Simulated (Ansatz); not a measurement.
# (111) superlattice of 2 and 10 atomic planes of GaN and AlN, in-plane a of AlN, 12 atoms, part 2 of 2

Ansatz 0.2.0, PAW. Earlier steps stand in the parts before.

### 6 Changed settings: cutoff 550 eV, functional RPBE

Input file in.yaml:

```yaml
crystal:
  lattice:
    - [2.188861, -2.188861, 0.000000]
    - [0.000000, 2.188861, -2.188861]
    - [8.825677, 8.825677, 8.825677]
  atoms:
    - { symbol: Ga, position: [0.018966, 0.990732, 0.005403] }
    - { symbol: Al, position: [0.009693, 0.981594, 0.490944] }
    - { symbol: Al, position: [0.349844, 0.685271, 0.166006] }
    - { symbol: Al, position: [0.329292, 0.659913, 0.673130] }
    - { symbol: Al, position: [0.637463, 0.372716, 0.329006] }
    - { symbol: Al, position: [0.632658, 0.297166, 0.827115] }
    - { symbol: N, position: [0.980929, 0.015568, 0.131017] }
    - { symbol: N, position: [0.992894, 0.944616, 0.631439] }
    - { symbol: N, position: [0.287373, 0.629711, 0.285867] }
    - { symbol: N, position: [0.296736, 0.620703, 0.786789] }
    - { symbol: N, position: [0.645890, 0.335213, 0.457858] }
    - { symbol: N, position: [0.640904, 0.333947, 0.958321] }
kpoints:
  mp_grid: { grid: [4, 4, 1] }
basis: { ecutwfc: 550 }
hamiltonian:
  xc: rpbe
scf:
  occupations: { method: fermi_dirac, width: 0.01 }
  max_iter: 90
output:
  forces: true
  eigenvalues: true
  stress: true
```

The run is started by

```sh
$ ansatz run in.yaml --threads 8 --pin off --max-ram 13300MiB --runs-dir r --events-out ev --progress --plain
```

The program printed:

```text
Pseudopotentials: kind: paw
Functional definition: RPBE
  parameter kappa = 0.804
  parameter beta = 0.06672455060314922
  exchange = rpbe_x(kappa = kappa, mu = beta*pi^2/3)
  correlation = pbe_c(beta = beta)
Crystal: 12 atoms, lattice volume = 126.854 Å³
Basis set: ecut = 550 eV, 3689 PW (Γ), exchange–correlation on 48×48×240 points (8 copies of the dense FFT grid, shifted against one another)
Bands: 41, of which v1, the nominal top of the filled ones, is band 29 counted from 1 (28 counted from 0)
Symmetry: 1 space group operations
Space group: P1 (ITA 1), of the structure as read, at distance tolerance 5.0e-5 Å
k-points: 10 of 16 (time reversal used)
Non-local potential: Ga, projectors of the file, l = 0: 2, l = 1: 2, l = 2: 3, l = 3: 1
Non-local potential: Al, projectors of the file, l = 0: 2, l = 1: 2, l = 2: 1
Non-local potential: N, projectors of the file, l = 0: 2, l = 1: 2, l = 2: 1
PAW form: soft (Blöchl's): semilocal exchange-correlation on the pseudo side does not see the compensation charge
PAW frozen core: Ga, regenerated for the run's functional, and the local potential with it (the file was generated under x = pbe(κ = 0.804, μ = 0.2195149727645171), c = pbe(β = 0.06672455060314922))
PAW frozen core: Al, regenerated for the run's functional, and the local potential with it (the file was generated under x = pbe(κ = 0.804, μ = 0.2195149727645171), c = pbe(β = 0.06672455060314922))
PAW frozen core: N, regenerated for the run's functional, and the local potential with it (the file was generated under x = pbe(κ = 0.804, μ = 0.2195149727645171), c = pbe(β = 0.06672455060314922))
PAW one-centre angular grid: Ga, 590 points (default); XC on 64 Gauss nodes
PAW one-centre angular grid: Al, 110 points (default); XC on 64 Gauss nodes
PAW one-centre angular grid: N, 110 points (default); XC on 64 Gauss nodes
Initial density: superposition of atomic densities (neutral atoms: chi_scale 0, normalization atom), corrected by the library's trained network
Initial wavefunctions: pseudopotential atomic-orbital guess
Functional: x = rpbe, c = pbe(β = 0.06672455060314922)
SCF iter   1: F=—  HF=-8815.790561 eV  |F-HF|=—  |Δ(HF+E_count)|=         —  Δρ=4.28e-3  dr2=5.52e-2  ethr=1.77e-3  ⟨swp⟩=7.2  Hψ=2054  notcnv=0  defer=15
preconditioner: auto → Resta (q_TF=auto, 2.395 Å⁻¹)  ε∞=4.1  [insulator: Δε(μ)=2.091 eV  Ē_g=14.326 eV  σ=0.010 eV  W_gap=1.00  n_scr=28 (ndim 8)  ℏωp=25.1 eV  f_vac=0.000  D(μ)=0.00/eV (n_scr^D=0)  ε∞_Penn≈4.1]
SCF iter   2: F=—  HF=-8815.782353 eV  |F-HF|=—  |Δ(HF+E_count)|=   8.21e-3  Δρ=2.16e-3  dr2=2.03e-2  ethr=9.52e-5  ⟨swp⟩=2.0  Hψ=545  notcnv=0  defer=63
SCF iter   3: F=—  HF=-8815.779111 eV  |F-HF|=—  |Δ(HF+E_count)|=   3.24e-3  Δρ=8.40e-4  dr2=2.58e-3  ethr=3.50e-5  ⟨swp⟩=2.5  Hψ=653  notcnv=0  defer=13
automatic band count: iteration 3 solves 36 bands in place of 41: the levels show a gap, and the empty bands left out lie too high to hold charge; the band table lists the bands solved (type scf.n_extra_bands for more)
SCF iter   4: F=—  HF=-8815.778280 eV  |F-HF|=—  |Δ(HF+E_count)|=   8.31e-4  Δρ=4.05e-4  dr2=5.31e-4  ethr=4.45e-6  ⟨swp⟩=2.4  Hψ=694  notcnv=0  defer=13
SCF iter   5: F=—  HF=-8815.778122 eV  |F-HF|=—  |Δ(HF+E_count)|=   1.58e-4  Δρ=1.61e-4  dr2=4.23e-5  ethr=9.15e-7  ⟨swp⟩=2.0  Hψ=659  notcnv=0  defer=13
SCF iter   6: F=—  HF=-8815.777973 eV  |F-HF|=—  |Δ(HF+E_count)|=   1.49e-4  Δρ=3.22e-5  dr2=1.48e-6  ethr=7.29e-8  ⟨swp⟩=3.0  Hψ=721  notcnv=0  defer=13
SCF iter   7: F=—  HF=-8815.777973 eV  |F-HF|=—  |Δ(HF+E_count)|=   1.78e-7  Δρ=8.92e-6  dr2=1.00e-7  ethr=2.55e-9  ⟨swp⟩=2.0  Hψ=526  notcnv=0  defer=13
SCF iter   8: F=-8815.777973 eV  HF=-8815.777973 eV  |F-HF|=2.04e-9  |Δ(HF+E_count)|=   3.39e-8  Δρ=2.27e-6  dr2=7.59e-9  ethr=1.72e-10  ⟨swp⟩=9.2  Hψ=1408  notcnv=0
SCF 1 converged in 8 iterations: F = -8815.777973 eV  dr2 = 7.59e-9
SCF converged after 8 iterations
Free energy (F): -8815.777973 eV
Harris-Foulkes:  -8815.777973 eV  (|F-HF|=2.04e-9)
Internal energy: -8815.777973 eV  (E = F + TS)
E sigma→0 (E₀):  -8815.777973 eV
Fermi energy:    9.782587 eV
--- Per-component energies (eV) ---
  E_band       = 66.093725
  E_kinetic    = 1049.235273
  E_local      = -5270.500074  (includes V_loc(G=0)·N_el)
  E_nonlocal   = 747.795395
  E_hartree    = 2381.806719
  E_xc         = -640.930005
  E_vxc        = -675.320195  (∫ρ·V_xc dr)
  E_paw        = -5123.406363  (= ΣΔE_a)
  E_vpaw       = -548.729570  (= ΣTr[D̂ρ^β])
  E_aug_tail   = 0.000067  (compensation charges beyond the density's cutoff)
  E_ewald      = -1959.458864
  E_core_change = -0.320121  (= ΣΔE_core)
  E_smearing   = -0.000000  (= −TS)
  E_closure    = -0.000000  (closes the sum)
  Σ components = -8815.777973   (vs F -8815.777973, Δ=0.00e0)
--- Forces (eV/Å), atoms counted from 1 ---
  atom   1  Ga    -2.06061904     0.84414983    -0.42641527
  atom   2  Al     1.04961548     3.65755996     1.78792209
  atom   3  Al    -1.55447171     1.22163131     0.56926805
  atom   4  Al    -1.96338557    -3.80927095    -0.98124341
  atom   5  Al     0.81093210    -1.70721510     2.14726500
  atom   6  Al     0.93806436     0.79554563     1.01660624
  atom   7  N      1.27113037    -1.44706484    -0.48496845
  atom   8  N     -1.36540851     0.60488311    -2.47268760
  atom   9  N      0.47721196     2.47371564    -1.11710633
  atom  10  N      2.05398670     2.18340225     1.63964443
  atom  11  N     -0.24434186    -2.62451562    -0.85887541
  atom  12  N      0.58727042    -2.19282064    -0.81941945
  max |Σ_I F_I| component: 1.53e-5 eV/Å
--- Stress (GPa, compression-positive) ---
       14.431925      -3.955392      -2.023353
       -3.955478      12.550441       2.161962
       -2.023229       2.161839      14.074763
  P = ⅓ Tr σ = 13.6857 GPa (136.857 kbar)
--- Band table (eV; the first three rows and the last of 10) ---
  k-point 0: bands = ["-7.9807", "-7.4610", "-7.2911", "-6.7315", "-6.4975", "-5.0653", "-5.0035", "-4.9882", "-4.7761", "-4.7728", "-4.3794", "1.3894", "2.6873", "3.1456", "5.2789", "6.0915", "6.1716", "6.2783", "6.4022", "6.7842", "6.8325", "6.8724", "6.9675", "7.2351", "7.7443", "8.0786", "8.2506", "8.6968", "8.8330", "11.1643", "12.4547", "12.9995", "13.9825", "14.1880", "15.2710", "16.8884"]
  k-point 1: bands = ["-7.2731", "-6.8480", "-6.7034", "-6.2995", "-6.0910", "-4.9955", "-4.8990", "-4.7791", "-4.7581", "-4.4649", "-3.9735", "2.2384", "2.8728", "3.3404", "3.7329", "4.2085", "4.4045", "4.7158", "5.3321", "5.6242", "5.9590", "6.1386", "6.3026", "6.4257", "6.7513", "6.9532", "7.5276", "7.8158", "7.9356", "12.6712", "13.1369", "13.6538", "14.0307", "14.2914", "15.3675", "16.1371"]
  k-point 2: bands = ["-6.4745", "-6.2622", "-5.9958", "-5.6413", "-5.5569", "-4.9551", "-4.9256", "-4.7054", "-4.3478", "-3.8641", "-3.3065", "1.3290", "1.7633", "2.1512", "2.3168", "2.6668", "3.6829", "4.6116", "5.0402", "5.1408", "5.5509", "5.6905", "5.7907", "5.8370", "6.0819", "6.4620", "7.1525", "7.3978", "7.5596", "10.7433", "12.1105", "12.4342", "14.2615", "14.3680", "14.8778", "15.2453"]
  k-point 9: bands = ["-6.5536", "-6.2958", "-5.9257", "-5.6767", "-5.5460", "-4.9467", "-4.9316", "-4.7074", "-4.3566", "-3.8427", "-3.3554", "1.3283", "2.0151", "2.0732", "2.4212", "2.5970", "3.5855", "4.7216", "4.9201", "5.1643", "5.3917", "5.5551", "5.7596", "5.9343", "6.3207", "6.4846", "7.0055", "7.4485", "7.9831", "10.7595", "12.0892", "12.4267", "14.1167", "14.5227", "14.8401", "15.3501"]
```

Run time: 1.3 s. Hardware: 8 threads of Intel Xeon Platinum 8259CL at 2.50GHz, shared host; peak memory 0.64 GiB.

Change from the base: forces by 0.068 eV/Å rms; pressure +7.80 GPa; frontier spacing 1.90 eV (base 1.76). Total energies of different functionals, charges or dispersion terms don't compare.

### 7 What came out

What follows sums up all 2 parts.

| settings | status | cycles | time | energy from base (meV/atom) | forces from base (eV/Å rms) | filled to empty level on the mesh (eV) |
| --- | --- | --- | --- | --- | --- | --- |
| base | converged | 8 | 1.6 s (8 CPU threads) | 0 | 0 | 1.76 |
| cutoff 120 eV | converged, settings too loose | 17 | 1.3 s (8 CPU threads) | +15653.7 | 0.692 | - |
| smearing width 2.0 eV, charge changed by 1 | converged, settings too loose | 11 | 2.3 s (8 CPU threads) | - | 0.444 | - |
| k points 2×2×2 | converged | 8 | 0.9 s (8 CPU threads) | +349.6 | 0.175 | 1.60 |
| cutoff 550 eV, functional RPBE | converged | 8 | 1.3 s (8 CPU threads) | - | 0.068 | 1.90 |

Among these variants the forces move most with cutoff 120 eV (0.692 eV/Å rms) and least with cutoff 550 eV, functional RPBE (0.068).
